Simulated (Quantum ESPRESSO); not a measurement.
# GaP (F-43m) in Quantum ESPRESSO: notebook, part 2 of 3

Quantum ESPRESSO 7.5. The steps go on from the part before.

## (3) Phonons, PBE

pw.in reads:

```
&CONTROL
  calculation = 'scf'
  prefix = 'pwscf'
  outdir = './tmp'
  pseudo_dir = './pseudo'
  tprnfor = .true.
  tstress = .true.
  disk_io = 'low'
/
&SYSTEM
  ibrav = 0
  nat = 2
  ntyp = 2
  ecutwfc = 56
  ecutrho = 448
  nbnd = 19
  occupations = 'smearing'
  smearing = 'fd'
  degauss = 0.00367493
/
&ELECTRONS
  conv_thr = 4d-10
  electron_maxstep = 120
  mixing_beta = 0.5
/
ATOMIC_SPECIES
Ga    69.7230 ga_pbe_v1.4.uspp.F.UPF
P     30.9738 p_pbe_v1.5.uspp.F.UPF
CELL_PARAMETERS angstrom
   0.0000000000    2.7252500000    2.7252500000
   2.7252500000    0.0000000000    2.7252500000
   2.7252500000    2.7252500000    0.0000000000
ATOMIC_POSITIONS crystal
Ga     0.0000000000    0.0000000000    0.0000000000
P      0.7500000000    0.7500000000    0.7500000000
K_POINTS automatic
4 4 4 1 1 1
```

relax.in reads:

```
&CONTROL
  calculation = 'vc-relax'
  prefix = 'pwscf'
  outdir = './tmp'
  pseudo_dir = './pseudo'
  tprnfor = .true.
  tstress = .true.
  disk_io = 'low'
  nstep = 40
  forc_conv_thr = 0.0001
  etot_conv_thr = 1d-06
/
&SYSTEM
  ibrav = 0
  nat = 2
  ntyp = 2
  ecutwfc = 56
  ecutrho = 448
  nbnd = 19
  occupations = 'smearing'
  smearing = 'fd'
  degauss = 0.00367493
/
&ELECTRONS
  conv_thr = 4d-10
  electron_maxstep = 120
  mixing_beta = 0.5
/
&IONS
  ion_dynamics = 'bfgs'
/
&CELL
  cell_dynamics = 'bfgs'
  press = 0
  press_conv_thr = 0.2
/
ATOMIC_SPECIES
Ga    69.7230 ga_pbe_v1.4.uspp.F.UPF
P     30.9738 p_pbe_v1.5.uspp.F.UPF
CELL_PARAMETERS angstrom
   0.0000000000    2.7252500000    2.7252500000
   2.7252500000    0.0000000000    2.7252500000
   2.7252500000    2.7252500000    0.0000000000
ATOMIC_POSITIONS crystal
Ga     0.0000000000    0.0000000000    0.0000000000
P      0.7500000000    0.7500000000    0.7500000000
K_POINTS automatic
4 4 4 1 1 1
```

scf2.in reads:

```
&CONTROL
  calculation = 'scf'
  prefix = 'pwscf'
  outdir = './tmp'
  pseudo_dir = './pseudo'
  tprnfor = .true.
  tstress = .true.
  disk_io = 'low'
/
&SYSTEM
  ibrav = 0
  nat = 2
  ntyp = 2
  ecutwfc = 56
  ecutrho = 448
  nbnd = 19
  occupations = 'fixed'
/
&ELECTRONS
  conv_thr = 1d-13
  electron_maxstep = 120
  mixing_beta = 0.5
  startingpot = 'file'
  startingwfc = 'file'
/
ATOMIC_SPECIES
Ga    69.7230 ga_pbe_v1.4.uspp.F.UPF
P     30.9738 p_pbe_v1.5.uspp.F.UPF
CELL_PARAMETERS angstrom
   0.0000000000    2.7528994933    2.7528994933
   2.7528994933    0.0000000000    2.7528994933
   2.7528994933    2.7528994933    0.0000000000
ATOMIC_POSITIONS crystal
Ga     0.0000000000    0.0000000000    0.0000000000
P      0.7500000000    0.7500000000    0.7500000000
K_POINTS automatic
4 4 4 1 1 1
```

ph.in reads:

```
phonons of GaP
&INPUTPH
  prefix = 'pwscf'
  outdir = './tmp'
  tr2_ph = 1d-18
  fildyn = 'dyn'
  niter_ph = 90
  alpha_mix(1) = 0.7
/
0.3535533906 0.3535533906 0.3535533906
```

Potentials or basis: GBRV 1.5 PBE.

The run is started by

```
OMP_NUM_THREADS=1 mpirun -n 4 pw.x -nk 2 -in pw.in > pw.out
OMP_NUM_THREADS=1 mpirun -n 4 pw.x -nk 2 -in relax.in > relax.out
OMP_NUM_THREADS=1 mpirun -n 4 pw.x -nk 2 -in scf2.in > scf2.out
OMP_NUM_THREADS=1 mpirun -n 4 ph.x -nk 2 -in ph.in > ph.out
```

pw.out:

```text
This program is part of the open-source Quantum ESPRESSO suite
     for quantum simulation of materials; please cite
[... 6 lines left out ...]
     using ibrav=0 with symmetry is DISCOURAGED, use correct ibrav instead

     K-points division:     npool     =       2
     Subspace diagonalization in iterative solution of the eigenvalue problem:
     a serial algorithm will be used

     --------------------
     sticks:   dense  smooth     PW     G-vecs:    dense   smooth      PW
     Min         819     411    126                21898     7736    1318
     Max         820     412    127                21901     7737    1319
     Sum        1639     823    253                43799    15473    2637

     Using Slab Decomposition

     bravais-lattice index     =            0
     lattice parameter (alat)  =       7.2832  a.u.
     unit-cell volume          =     273.1780 (a.u.)^3
     number of atoms/cell      =            2
     number of atomic types    =            2
     number of electrons       =        24.00
     number of Kohn-Sham states=           19
     kinetic-energy cutoff     =      56.0000  Ry
     charge density cutoff     =     448.0000  Ry
     scf convergence threshold =      4.0E-10
     mixing beta               =       0.5000
     number of iterations used =            8  plain     mixing
     Exchange-correlation=  SLA  PW   PBX  PBC
                           (   1   4   3   4   0   0   0)

     celldm(1)=   7.283166  celldm(2)=   0.000000  celldm(3)=   0.000000
     celldm(4)=   0.000000  celldm(5)=   0.000000  celldm(6)=   0.000000

     crystal axes: (cart. coord. in units of alat)
               a(1) = (   0.000000   0.707107   0.707107 )
               a(2) = (   0.707107   0.000000   0.707107 )
               a(3) = (   0.707107   0.707107   0.000000 )

     reciprocal axes: (cart. coord. in units 2 pi/alat)
               b(1) = ( -0.707107  0.707107  0.707107 )
               b(2) = (  0.707107 -0.707107  0.707107 )
               b(3) = (  0.707107  0.707107 -0.707107 )

     PseudoPot. # 1 for Ga read from file:
     ga_pbe_v1.4.uspp.F.UPF
     Pseudo is Ultrasoft + core correction, Zval = 19.0
     Generated by new atomic code, or converted to UPF format
     Using radial grid of  871 points,  6 beta functions with:
                l(1) =   0
                l(2) =   0
                l(3) =   1
                l(4) =   1
                l(5) =   2
                l(6) =   2
     Q(r) pseudized with  8 coefficients,  rinner =    1.250   1.250   1.250
                                                       1.250   1.250

[... 33 lines left out ...]
        k(    6) = (  -0.0883883  -0.4419417   0.6187184), wk =   0.3750000
        k(    7) = (   0.0883883  -0.2651650   0.4419417), wk =   0.3750000
        k(    8) = (  -0.6187184   0.0883883   0.0883883), wk =   0.1875000
        k(    9) = (   0.2651650   0.2651650   0.2651650), wk =   0.0625000
        k(   10) = (  -0.2651650  -0.2651650   0.7954951), wk =   0.1875000

     Dense  grid:    43799 G-vectors     FFT dimensions: (  50,  50,  50)

     Smooth grid:    15473 G-vectors     FFT dimensions: (  36,  36,  36)

     Initial potential from superposition of free atoms

     starting charge      22.9998, renormalised to      24.0000
     Starting wfcs are   16 randomized atomic wfcs +    3 random wfcs

     Self-consistent Calculation

     iteration #  1     ecut=    56.00 Ry     beta= 0.50
     Davidson diagonalization with overlap
     ethr =  1.00E-02,  avg # of iterations =  7.5

     total energy              =    -426.96165309 Ry
     estimated scf accuracy    <       7.58111687 Ry
[... 71 lines left out ...]
     iteration # 12     ecut=    56.00 Ry     beta= 0.50
     Davidson diagonalization with overlap
     ethr =  5.77E-12,  avg # of iterations =  2.6

     End of self-consistent calculation

          k = 0.0884 0.0884 0.0884 (  1934 PWs)   bands (ev):

   -86.3042 -86.3042 -86.3042  -6.7687  -6.7495  -6.7495  -6.6536  -6.6536
    -4.5689   6.0964   7.4938   7.4938  10.1741  11.9634  11.9634  12.1927
    16.8464  16.8464  17.4291

          k = 0.2652 0.2652-0.0884 (  1930 PWs)   bands (ev):

   -86.3042 -86.3042 -86.3042  -6.8162  -6.7330  -6.7312  -6.6559  -6.6489
    -3.5763   3.1431   5.6637   7.0209  10.6389  12.6400  12.6408  14.1346
    15.9587  18.2773  18.9480

          k =-0.2652-0.2652 0.4419 (  1941 PWs)   bands (ev):
[... 19 lines left out ...]
   -86.3042 -86.3042 -86.3042  -6.8554  -6.7136  -6.6973  -6.6700  -6.6428
    -1.9285   1.2998   4.0120   5.0516  10.9544  12.6022  13.9331  15.8737
    17.3853  19.9870  20.7942

          k = 0.0884-0.2652 0.4419 (  1931 PWs)   bands (ev):

   -86.3042 -86.3042 -86.3042  -6.8397  -6.7233  -6.7139  -6.6624  -6.6445
    -2.7492   2.0237   4.6896   6.0035  11.1969  12.1722  13.4146  14.8422
    17.2741  19.2454  20.4979

          k =-0.6187 0.0884 0.0884 (  1935 PWs)   bands (ev):

   -86.3042 -86.3042 -86.3042  -6.8672  -6.6977  -6.6929  -6.6826  -6.6348
    -2.0156   1.3082   4.5814   5.2163   9.6260  10.5902  16.5548  16.8924
    18.8924  19.6574  20.8853

          k = 0.2652 0.2652 0.2652 (  1922 PWs)   bands (ev):
[... 7 lines left out ...]
   -86.3042 -86.3042 -86.3042  -6.8463  -6.7196  -6.7099  -6.6594  -6.6480
    -2.2487   1.4283   4.0554   5.9949  10.4542  13.3738  14.3043  15.2905
    16.9887  17.3808  21.1897

     the Fermi energy is     8.5252 ev

!    total energy              =    -430.92343121 Ry
     estimated scf accuracy    <          2.8E-12 Ry
     smearing contrib. (-TS)   =      -0.00000000 Ry
     internal energy E=F+TS    =    -430.92343121 Ry

     The total energy is F=E-TS. E is the sum of the following terms:
     one-electron contribution =    -396.46844858 Ry
     hartree contribution      =     206.66616679 Ry
     xc contribution           =     -54.50624581 Ry
     ewald contribution        =    -186.61490361 Ry

     convergence has been achieved in  12 iterations

     Forces acting on atoms (cartesian axes, Ry/au):

     atom    1 type  1   force =     0.00000000    0.00000000    0.00000000
     atom    2 type  2   force =     0.00000000    0.00000000    0.00000000

     Total force =     0.000000     Total SCF correction =     0.000000

     Computing stress (Cartesian axis) and pressure

          total   stress  (Ry/bohr**3)                   (kbar)     P=       24.92
   0.00016939   0.00000000   0.00000000           24.92        0.00        0.00
   0.00000000   0.00016939   0.00000000            0.00       24.92        0.00
   0.00000000   0.00000000   0.00016939            0.00        0.00       24.92

=------------------------------------------------------------------------------=
   JOB DONE.
=------------------------------------------------------------------------------=
```

scf2.out:

```text
This program is part of the open-source Quantum ESPRESSO suite
     for quantum simulation of materials; please cite
[... 6 lines left out ...]
     using ibrav=0 with symmetry is DISCOURAGED, use correct ibrav instead

     K-points division:     npool     =       2
[... 204 lines left out ...]
   0.00000005   0.00000000  -0.00000000            0.01        0.00       -0.00
  -0.00000000   0.00000005  -0.00000000           -0.00        0.01       -0.00
   0.00000000  -0.00000000   0.00000005            0.00       -0.00        0.01

=------------------------------------------------------------------------------=
   JOB DONE.
=------------------------------------------------------------------------------=
```

Wall time 6.7 min (4 MPI ranks of Intel Xeon at 2.50GHz (Skylake/Cascade Lake), shared host); peak memory 0.52 GiB.

What came out:

```yaml
Free_energy: -5863.0217 eV
Relaxed_volume: 20.86 Å³/atom
Relaxed_cell: a = 3.893 Å, b = 3.893 Å, c = 3.893 Å, α = 60.00°, β = 60.00°, γ = 60.00°
Space_group_after_relaxing_to_0.05_Å: F-43m (No. 216)
Pressure_after_relaxing: 0.0 GPa
Highest_phonon_frequency_at_the_q_point_run: 352 cm⁻¹
```

The path:
```tsv
step	energy change (eV)	largest force (eV/Å)	pressure (GPa)	volume (Å³)
1	0.0000	0.0000	2.49	40.48
2	-0.0063	0.0000	1.40	41.00
3	-0.0093	0.0000	0.29	41.57
4	-0.0094	0.0000	0.01	41.72
5	-0.0094	0.0000	0.00	41.73
```

Final structure:
```
Ga P
1.0
     0.00000    2.75290    2.75290
     2.75290    0.00000    2.75290
     2.75290    2.75290    0.00000
Ga P
1 1
Direct
  0.00000 0.00000 0.00000
  0.75000 0.75000 0.75000
```

Phonon frequencies in cm⁻¹ (negative: imaginary):
| q point | frequencies |
| --- | --- |
| (0.500, 0.500, 0.500) | 80 80 224 342 342 352 |

Phonon modes at q = (0.500, 0.500, 0.500) in reciprocal lattice units:
| mode | symmetry | cm⁻¹ |
| --- | --- | --- |
| 1 | E | 80 |
| 2 | E | 80 |
| 3 | A_1 | 224 |
| 4 | E | 342 |
| 5 | E | 342 |
| 6 | A_1 | 352 |

## (4) Phonons, PBE

pw.in is that of step 3.

relax.in is that of step 3.

scf2.in is that of step 3.

ph.in, as its differences from that of step 3:

```diff
@@ -9,2 +9,2 @@
 /
-0.3535533906 0.3535533906 0.3535533906
+0.3535533906 0.7071067812 0.0000000000
```

Potentials or basis: GBRV 1.5 PBE.

The run is started by

```
OMP_NUM_THREADS=1 mpirun -n 4 pw.x -nk 2 -in pw.in > pw.out
OMP_NUM_THREADS=1 mpirun -n 4 pw.x -nk 2 -in relax.in > relax.out
OMP_NUM_THREADS=1 mpirun -n 4 pw.x -nk 2 -in scf2.in > scf2.out
OMP_NUM_THREADS=1 mpirun -n 4 ph.x -nk 2 -in ph.in > ph.out
```

pw.out:

```text
This program is part of the open-source Quantum ESPRESSO suite
     for quantum simulation of materials; please cite
[... 6 lines left out ...]
     using ibrav=0 with symmetry is DISCOURAGED, use correct ibrav instead

     K-points division:     npool     =       2
     Subspace diagonalization in iterative solution of the eigenvalue problem:
     a serial algorithm will be used

     --------------------
     sticks:   dense  smooth     PW     G-vecs:    dense   smooth      PW
     Min         819     411    126                21898     7736    1318
     Max         820     412    127                21901     7737    1319
     Sum        1639     823    253                43799    15473    2637

     Using Slab Decomposition

     bravais-lattice index     =            0
     lattice parameter (alat)  =       7.2832  a.u.
     unit-cell volume          =     273.1780 (a.u.)^3
     number of atoms/cell      =            2
     number of atomic types    =            2
[... 214 lines left out ...]
   -86.3042 -86.3042 -86.3042  -6.8672  -6.6977  -6.6929  -6.6826  -6.6348
    -2.0156   1.3082   4.5814   5.2163   9.6260  10.5902  16.5548  16.8924
    18.8924  19.6574  20.8853

          k = 0.2652 0.2652 0.2652 (  1922 PWs)   bands (ev):
[... 7 lines left out ...]
   -86.3042 -86.3042 -86.3042  -6.8463  -6.7196  -6.7099  -6.6594  -6.6480
    -2.2487   1.4283   4.0554   5.9949  10.4542  13.3738  14.3043  15.2905
    16.9887  17.3808  21.1897

     the Fermi energy is     8.5252 ev

!    total energy              =    -430.92343121 Ry
     estimated scf accuracy    <          2.8E-12 Ry
     smearing contrib. (-TS)   =      -0.00000000 Ry
     internal energy E=F+TS    =    -430.92343121 Ry

     The total energy is F=E-TS. E is the sum of the following terms:
     one-electron contribution =    -396.46844858 Ry
     hartree contribution      =     206.66616679 Ry
     xc contribution           =     -54.50624581 Ry
     ewald contribution        =    -186.61490361 Ry

     convergence has been achieved in  12 iterations

     Forces acting on atoms (cartesian axes, Ry/au):

     atom    1 type  1   force =    -0.00000000   -0.00000000   -0.00000000
     atom    2 type  2   force =     0.00000000    0.00000000    0.00000000

     Total force =     0.000000     Total SCF correction =     0.000000

     Computing stress (Cartesian axis) and pressure

          total   stress  (Ry/bohr**3)                   (kbar)     P=       24.92
   0.00016939   0.00000000  -0.00000000           24.92        0.00       -0.00
   0.00000000   0.00016939   0.00000000            0.00       24.92        0.00
   0.00000000  -0.00000000   0.00016939            0.00       -0.00       24.92

=------------------------------------------------------------------------------=
   JOB DONE.
=------------------------------------------------------------------------------=
```

relax.out:

```text
This program is part of the open-source Quantum ESPRESSO suite
     for quantum simulation of materials; please cite
[... 6 lines left out ...]
     using ibrav=0 with symmetry is DISCOURAGED, use correct ibrav instead

     K-points division:     npool     =       2
[... 1222 lines left out ...]
   0.00000007  -0.00000000   0.00000000            0.01       -0.00        0.00
  -0.00000000   0.00000007   0.00000000           -0.00        0.01        0.00
   0.00000000   0.00000000   0.00000007            0.00        0.00        0.01

=------------------------------------------------------------------------------=
   JOB DONE.
=------------------------------------------------------------------------------=
```

Run time: 12 min. Hardware: 4 MPI ranks of Intel Xeon at 2.50GHz (Skylake/Cascade Lake), shared host; peak memory 0.48 GiB.

Results:

```
Free energy                                 : -5863.0217 eV
Relaxed volume                              : 20.86 Å³/atom
Relaxed cell                                : a = 3.893 Å, b = 3.893 Å, c = 3.893 Å, α = 60.00°, β = 60.00°, γ = 60.00°
Space group after relaxing (to 0.05 Å)      : F-43m (No. 216)
Pressure after relaxing                     : 0.0 GPa
Highest phonon frequency at the q point run : 373 cm⁻¹
```

Step by step:
```
step  energy change (eV)  largest force (eV/Å)  pressure (GPa)  volume (Å³)
   1              0.0000                0.0000            2.49        40.48
   2             -0.0063                0.0000            1.40        41.00
   3             -0.0093                0.0000            0.29        41.57
   4             -0.0094                0.0000            0.01        41.72
   5             -0.0094                0.0000            0.00        41.73
```

Final structure:
```yaml
crystal:
  lattice:
    - [0.00000, 2.75290, 2.75290]
    - [2.75290, 0.00000, 2.75290]
    - [2.75290, 2.75290, 0.00000]
  atoms:
    - { symbol: Ga, position: [0.00000, 0.00000, 0.00000] }
    - { symbol: P, position: [0.75000, 0.75000, 0.75000] }
```

Phonon frequencies in cm⁻¹ (negative: imaginary):
```csv
q point,frequencies
"(0.500, 0.250, 0.750)",119 139 207 311 343 373
```

Phonon modes at q = (0.500, 0.250, 0.750) in reciprocal lattice units:
| mode | symmetry | cm⁻¹ |
| --- | --- | --- |
| 1 | B | 119 |
| 2 | E | 139 |
| 3 | E* | 207 |
| 4 | A | 311 |
| 5 | E | 343 |
| 6 | B | 373 |

(Continued in part 3 of 3.)
